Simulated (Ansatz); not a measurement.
# GaSb: the cost of one run

Program: Ansatz 0.2.0. Level of theory: DFT PBE, scalar-relativistic, plane waves, PAW. These are calculated values, not measurements.

1 further run of the same task is left out (it didn't finish).

### Step 1. The system as given

The structure is hexagonal, space group P-6m2 (No. 187). Conventional cell: a = 3.801 Å, b = 3.801 Å, c = 4.465 Å, α = 90.00°, β = 90.00°, γ = 120.00°. Around Ga (site symmetry -6m2) lie 3 Sb at 2.19 Å. Sb (site symmetry -6m2) is surrounded by 3 Ga at 2.19 Å.

Coordinates:

```xyz
2
Lattice="3.8011 0.0000 0.0000 -1.9005 3.2918 0.0000 0.0000 0.0000 4.4649" Properties=species:S:1:pos:R:3 pbc="T T T"
Ga    1.9005    1.0973    0.0000
Sb    0.0000    0.0000    0.0000
```

A structure generator made this guess: random cell by space group and Wyckoff sites (P-6m2, No. 187). The dimensions are guesses.

### Step 2. A first look at the guess

input.yaml reads:

```yaml
crystal:
  lattice:
    - [3.8010537, 0.0, 0.0]
    - [-1.90052685, 3.29180906, 0.0]
    - [0.0, 0.0, 4.46491407]
  atoms:
    - { symbol: Ga, position: [0.66666667, 0.33333333, 0.0] }
    - { symbol: Sb, position: [0.0, 0.0, 0.0] }
basis:
  ecutwfc: 420
kpoints:
  mp_grid: { grid: [6, 6, 4] }
hamiltonian:
  xc: pbe
scf:
  occupations: { method: gaussian, width: 0.1 }
  lower_state_search: "off"
output:
  forces: true
  stress: true
  eigenvalues: true
```

Launch:

```sh
$ ansatz run input.yaml --threads 1 --pin off --max-ram 2560MiB --backend cpu --events-out ev --progress --plain --runs-dir out
```

What time and memory should one allow on 1 thread of Intel Xeon at 2.70GHz, shared host?

About 3.1 s, with a peak of 0.34 GiB.
